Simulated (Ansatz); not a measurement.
In doubt: masses and optical values from hybrid runs of this build are listed as unsure (in some of the runs), which bears on the screening that GW takes from such a start.

Two G0W0 runs on ZnSe (Stilleite).

```
Zn Se
1.0
     0.00000    2.83380    2.83380
     2.83380    0.00000    2.83380
     2.83380    2.83380    0.00000
Zn Se
1 1
Direct
  0.00000 0.00000 0.00000
  0.25000 0.25000 0.25000
```

The cell and positions come from the Crystallography Open Database and are kept as given unless a step says otherwise.

The first (Ansatz 0.2.0; start PBE, 8×8×8 mesh, 408 empty bands, screening to 250 eV, hard PAW files; 1 × NVIDIA H100 80GB HBM3 (shared by 6 runs) with 3 threads of AMD EPYC 7R13 (Zen 3), shared host) gave, on its mesh: starting gap 1.29 eV, G0W0 gap 2.34 eV, RPA ε∞ (mean) 7.38, 2.2 min.

The second gave: starting gap 3.02 eV, G0W0 gap 3.09 eV, RPA ε∞ (mean) 4.78, 3.5 min.

What was changed in the input? Choose among start, files, mesh, bands and cutoff, frequency model or another key.

Changed: start from PBE to PBE0. A jump of this size in the start, with ε∞ moving the other way, marks another functional. Other changes could give like numbers; this is the one that was made.

Limits: not at the basis limit; no spin-orbit coupling.

[Paths, hosts, dates, memory and timing lines, banners, echoed tables and standing remarks are left out of the program output.]

[Logs are printed without paths, hosts, clocks, repeated set-up lines and the standing remarks that a program may print on its own settings, such as how far it seeks lower states.]

[Runs of the session that timed out or met a known fault of the program may be left out.]

[Cells called generated may have been cut or substituted from an entry of the Crystallography Open Database or the Materials Project.]

[Hosts, paths, dates, database ids (printed as entryN), source tags and the programs' standing remarks are cut or masked in the printed files.]
